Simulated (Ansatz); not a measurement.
# Relaxing Rh in the bcc type

First guess:

```yaml
crystal:
  lattice:
    - [-1.44717, 1.44717, 1.44717]
    - [1.44717, -1.44717, 1.44717]
    - [1.44717, 1.44717, -1.44717]
  atoms:
    - { symbol: Rh, position: [0.00000, 0.00000, 0.00000] }
```

Theory: DFT, PBE, PAW with Ansatz's default frozen-core files, scalar-relativistic in Ansatz 0.2.0.

Cell and atoms relax within the symmetry of the start on a 16×16×16 k mesh with 0.05 eV Fermi–Dirac smearing.

The start is built from a prototype, known or not as a phase of this compound; the cutoff is 420 eV.

Spin polarisation is left out, and whether a magnetic state lies lower isn't shown here.

Question: What is the pressure of the first guess?

Answer: 64.8 GPa.

Question: What does it relax to?

Answer: a = 3.070 Å, b = 3.070 Å, c = 3.070 Å, α = 90.00°, β = 90.00°, γ = 90.00° (conventional cell), 14.47 Å³ per atom:
```xyz
1
Lattice="-1.5352 1.5352 1.5352 1.5352 -1.5352 1.5352 1.5352 1.5352 -1.5352" Properties=species:S:1:pos:R:3 pbc="T T T"
Rh    0.0000    0.0000    0.0000
```

Question: How much energy does the relaxation release?

Answer: 398 meV/atom.
